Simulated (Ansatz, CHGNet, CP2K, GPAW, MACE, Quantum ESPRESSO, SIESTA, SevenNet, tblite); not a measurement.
# LaAg(100)/Pb(100) interface (59 atoms) in SIESTA, part 2 of 2

Wanted: SIESTA inputs and outputs for LaAg(100)/Pb(100) interface (59 atoms), checked against a plane-wave reference.

Program: SIESTA 5.4.2; the method stands at each step. Banners, paths, timers and routine set-up lines are dropped from the logs unmarked, and long logs keep their key lines alone; longer cuts are marked. The potentials were converted by us to PSML.

So far. Step 2 (PBE, DZP, shift 0.01 Ry, mesh 300 Ry): Forces lie 35 % from the reference's, at 1.8 times its CPU time (on 2 against 4 cores). Step 3 (PBE, SZP, shift 0.01 Ry, mesh 300 Ry): Against the first run (35 %), the force difference from the reference is 39 %, at 0.70 times the CPU time (on 1 against 2 cores), with 794 basis functions against 1094.

## Step 4: PBE, DZ, shift 0.01 Ry, mesh 300 Ry

Method: Kohn-Sham DFT, PBE, PseudoDojo 0.4.1 norm-conserving pseudopotentials (converted to PSML), numerical atomic orbitals (DZ), diagonalisation.

input.fdf

```
SystemLabel cell
NumberOfAtoms 59
NumberOfSpecies 3
%block ChemicalSpeciesLabel
  1 57 La
  2 47 Ag
  3 82 Pb
%endblock ChemicalSpeciesLabel
LatticeConstant 1.0 Ang
%block LatticeVectors
  10.56770 0.00000 0.00000
  0.00000 10.56770 0.00000
  0.00000 0.00000 25.35352
%endblock LatticeVectors
PAO.BasisSize DZ
PAO.EnergyShift 0.01 Ry
XC.Functional GGA
XC.Authors PBE
MeshCutoff 300 Ry
%block kgrid_Monkhorst_Pack
  1 0 0 0.0
  0 1 0 0.0
  0 0 1 0.0
%endblock kgrid_Monkhorst_Pack
SolutionMethod diagon
OccupationFunction FD
ElectronicTemperature 580 K
SCF.Mixer.Method Pulay
SCF.Mixer.Weight 0.05
SCF.Mixer.History 8
SCF.Mix Hamiltonian
MaxSCFIterations 300
SCF.DM.Tolerance 1e-04
SCF.H.Tolerance 1.0e-3 eV
WriteForces T
Write.HirshfeldPop T
Write.VoronoiPop T
Write.DM F
Write.H F
XML.Write F
AtomicCoordinatesFormat Fractional
%block AtomicCoordinatesAndAtomicSpecies
[... 59 atom lines left out: the same atoms as in the first run ...]
%endblock AtomicCoordinatesAndAtomicSpecies
```

Command:

```
> OMP_NUM_THREADS=1 siesta < input.fdf > output.txt
```

The log of the run:

```text
Version         : 5.4.2
reinit: System Name:
reinit: System Label: cell
initatom: Reading input for the pseudopotentials and atomic orbitals ----------
Species number:   1 Atomic number:   57 Label: La
Species number:   2 Atomic number:   47 Label: Ag
Species number:   3 Atomic number:   82 Label: Pb
Ground state valence configuration (from tables):   6s02  6p00  5d01  4f00
Ground state valence configuration (from tables):   5s01  5p00  4d10  4f00
Ground state valence configuration (from tables):   6s02  6p02  6d00  5f00
---- Processing specs for species: La
GGA--PBE XC_GGA_X_PBE--XC_GGA_C_PBE pb
Semicore shell(s) with  8 electrons included in the valence for La
---- Processing specs for species: Ag
GGA--PBE XC_GGA_X_PBE--XC_GGA_C_PBE pb
[... lines left out ...]
stepf: Fermi-Dirac step function
        iscf     Eharris(eV)        E_KS(eV)     FreeEng(eV)     dDmax    Ef(eV) dHmax(eV)
[... lines left out ...]
SCF Convergence by DM+H criterion
[... lines left out ...]
SCF cycle converged after 26 iterations
[... lines left out ...]
   Max    0.977223
[... lines left out ...]
   Max    0.977223    constrained
Stress tensor Voigt[x,y,z,yz,xz,xy] (kbar):        6.04        5.92       29.11        0.03        0.34        0.18
[... lines left out ...]
siesta: FreeEng =   -134380.361635
[... lines left out ...]
siesta:  Band Struct. =  -19342.451544
siesta:       Kinetic =   52296.317694
siesta:       Hartree =  232764.533591
siesta:         Exch. =  -26654.350341
siesta:         Corr. =   -1793.183233
siesta:   Exch.-corr. =  -28447.533574
siesta:  Ion-electron = -517642.233361
siesta:       Ion-ion =  126649.421181
siesta:         Total = -134379.494469
siesta:         Fermi =      -3.089147
siesta: Stress tensor (static) (eV/Ang**3):
siesta:     0.003768    0.000113    0.000214
siesta:     0.000113    0.003693    0.000018
siesta:     0.000214    0.000018    0.018171
siesta: Cell volume =       2831.386882 Ang**3
siesta: Pressure (static):
siesta:                Solid            Molecule  Units
siesta:          -0.00009306         -0.00003718  Ry/Bohr**3
siesta:          -0.00854412         -0.00341337  eV/Ang**3
siesta:         -13.68919210         -5.46881420  kBar
    Orbital volume contribution        =          46.667932 eV
    (Free)E + p_basis*V_orbitals       =     -134333.693703 eV
    (Free)Eharris+ p_basis*V_orbitals  =     -134333.693658 eV
siesta: Electric dipole (a.u.)  =    0.000000   -0.000000   -5.304409
siesta: Electric dipole (Debye) =    0.000000   -0.000000  -13.482464
Hirshfeld Atomic Populations:
Atom #   charge [q] valence [e]  Species
     1    -0.109778   11.109778  La
     2     0.278010   18.721990  Ag
     3    -0.297654   11.297654  La
     4     0.205701   18.794299  Ag
     5    -0.116386   11.116386  La
     6     0.277578   18.722422  Ag
[...]
33    -0.025607   14.025607  Pb
    34    -0.036878   14.036878  Pb
    35     0.008138   13.991862  Pb
[...]
--------------------
 Total    -0.000026
Voronoi Atomic Populations:
Atom #   charge [q] valence [e]  Species
[...]
29    -0.026337   11.026337  La
    30     0.106261   18.893739  Ag
    31    -0.089529   11.089529  La
    32     0.051339   18.948661  Ag
[...]
58    -0.045947   14.045947  Pb
    59     0.010482   13.989518  Pb
--------------------
 Total    -0.000025
```

It took 4.6 min on 1 thread of Arm Neoverse V1, shared host; peak memory 1.2 GiB.

Compared with the plane-wave run:

```
r.m.s. force component                  : 0.3224 eV/Å
r.m.s. difference of force components   : 111.7 meV/Å
longest difference of force vectors     : 381.1 meV/Å
force difference over r.m.s. force      : 43.53 %
slope of forces against the reference's : 1.194
correlation of force components         : 0.9507
```

This is a coarse setting, run to see what it loses.

Against the first run (35 %), the force difference from the reference is 44 %, at 0.46 times the CPU time (on 1 against 2 cores), with 863 basis functions against 1094: the smaller basis costs accuracy.

## Step 5: The ladder

Differences are against the plane-wave reference, forces as r.m.s. over components; share is that over the reference's r.m.s. force, slope the least-squares factor from reference forces to these. Total energies of different programs have different zeros and aren't compared.

| run | Δ force, r.m.s. (meV/Å) | share (%) | slope | cores | CPU time | memory (GiB) |
| --- | --- | --- | --- | --- | --- | --- |
| reference | - | - | - | 4 | 5.7 min | 3.9 |
| SIESTA PBE, DZP, shift 0.01 Ry, mesh 300 Ry | 90.9 | 35.4 | 1.050 | 2 | 10 min | 2.0 |
| SIESTA PBE, SZP, shift 0.01 Ry, mesh 300 Ry (coarse) | 99.2 | 38.7 | 1.074 | 1 | 7 min | 1.5 |
| SIESTA PBE, DZ, shift 0.01 Ry, mesh 300 Ry (coarse) | 112 | 43.5 | 1.194 | 1 | 4.6 min | 1.2 |

Rows marked coarse were listed beforehand as settings not expected to be converged; some can still land near the reference.

CPU time is summed over cores on a shared host, where runs went side by side, so it is rough. Symmetry, cutoffs, thresholds, outputs and thread counts weren't matched or tuned between programs; memory under MPI is the largest rank's times the ranks.

Further runs of this program without a result: SIESTA PBE, DZP, shift 0.01 Ry, mesh 700 Ry (cut off at its time limit); SIESTA PBE, DZP, shift 0.002 Ry, mesh 300 Ry (cut off at its time limit).

## Step 6: Results

| Property | Result |
| --- | --- |
| nearest in forces | SIESTA PBE, DZP, shift 0.01 Ry, mesh 300 Ry, 35 % |
| its CPU time | 10 min |

In words: The PBE run in local orbitals, coarse settings apart, differs by 35 % (SIESTA PBE, DZP, shift 0.01 Ry, mesh 300 Ry); basis, grid and potentials can all enter. Runs with settings chosen to be coarse differ by 39 % (SIESTA PBE, SZP, shift 0.01 Ry, mesh 300 Ry) to 44 % (SIESTA PBE, DZ, shift 0.01 Ry, mesh 300 Ry), their programs' other errors included. None of the electronic-structure runs in the table takes under half the reference's CPU time of 5.7 min; they take 0.81 to 1.8 times as much. The host structure and its lattice constant were typed by rule, without a check against the phase diagram. The electronic-structure runs sample only Γ, in a cell whose shortest periodic width is 11 Å, which is coarse for a cell with partly filled levels. Spin–orbit coupling is left out, which matters for the levels of the heavy elements.

[Also dropped from logs without a mark: logging warnings of Python, and SIESTA's first energy breakdown and zero terms.]

[Logs are printed without paths, hosts, clocks, repeated set-up lines and the standing remarks that a program may print on its own settings, such as how far it seeks lower states.]

[Hosts, paths, dates, database ids (printed as entryN), source tags and the programs' standing remarks are cut or masked in the printed files.]
